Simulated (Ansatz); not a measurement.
# LiNbO3: the cost of one run

Computed with Ansatz 0.2.0 (DFT PBE, scalar-relativistic, plane waves, PAW, unless a step's input says otherwise).

**1. The starting structure**

It takes space group R-3c (No. 167, trigonal). The conventional cell has a = 5.222 Å, b = 5.222 Å, c = 13.793 Å, α = 90.00°, β = 90.00°, γ = 120.00°. Li (site symmetry 32) has 3 O at 1.99 Å as nearest neighbours. Around Nb (site symmetry -3) lie 6 O at 2.00 Å. O (site symmetry 2) is surrounded by 1 Li at 1.99 Å and 2 Nb at 2.00 Å.

As a file:

```cif
data_structure
_symmetry_space_group_name_H-M 'P 1'
_symmetry_Int_Tables_number 1
_cell_length_a 5.4982
_cell_length_b 5.4982
_cell_length_c 5.4982
_cell_angle_alpha 56.707
_cell_angle_beta 56.707
_cell_angle_gamma 56.707
_cell_volume 108.59
loop_
_atom_site_label
_atom_site_type_symbol
_atom_site_fract_x
_atom_site_fract_y
_atom_site_fract_z
_atom_site_occupancy
Li1 Li 0.25000 0.25000 0.25000 1
Li2 Li 0.75000 0.75000 0.75000 1
Nb1 Nb 0.00000 0.00000 0.00000 1
Nb2 Nb 0.50000 0.50000 0.50000 1
O1 O 0.13030 0.36970 0.75000 1
O2 O 0.75000 0.13030 0.36970 1
O3 O 0.36970 0.75000 0.13030 1
O4 O 0.25000 0.86970 0.63030 1
O5 O 0.86970 0.63030 0.25000 1
O6 O 0.63030 0.25000 0.86970 1
```

This cell was relaxed beforehand with the same method: volume 10.86 Å³/atom, gap on the mesh 2.51 eV.

**2. The cell as listed, for comparison**

File input.yaml:

```yaml
crystal:
  lattice:
    - [2.5689, 1.4831551065, 4.4995666667]
    - [-2.5689, 1.4831551065, 4.4995666667]
    - [0.0, -2.966310213, 4.4995666667]
  atoms:
    - { symbol: Li, position: [0.25, 0.25, 0.25] }
    - { symbol: Li, position: [0.75, 0.75, 0.75] }
    - { symbol: Nb, position: [0.0, 0.0, 0.0] }
    - { symbol: Nb, position: [0.5, 0.5, 0.5] }
    - { symbol: O, position: [0.12435, 0.37565, 0.75] }
    - { symbol: O, position: [0.75, 0.12435, 0.37565] }
    - { symbol: O, position: [0.37565, 0.75, 0.12435] }
    - { symbol: O, position: [0.25, 0.87565, 0.62435] }
    - { symbol: O, position: [0.87565, 0.62435, 0.25] }
    - { symbol: O, position: [0.62435, 0.25, 0.87565] }
basis:
  ecutwfc: 420
kpoints:
  mp_grid: { grid: [6, 6, 6] }
hamiltonian:
  xc: pbe
scf:
  occupations: { method: gaussian, width: 0.02 }
output:
  forces: true
  stress: true
  eigenvalues: true
  populations: true
  write_density: true
  write_potential: true
  elf: true
  volumetric_format: npy
```

The run is started by

```
$ ansatz run input.yaml --threads 2 --pin off --max-ram 5120MiB --backend cpu --events-out ev --progress --plain --runs-dir out
```

Q: Estimate wall time and peak memory on 2 threads of Arm Neoverse N1, shared host.

About 9.9 s, with a peak of 0.45 GiB.
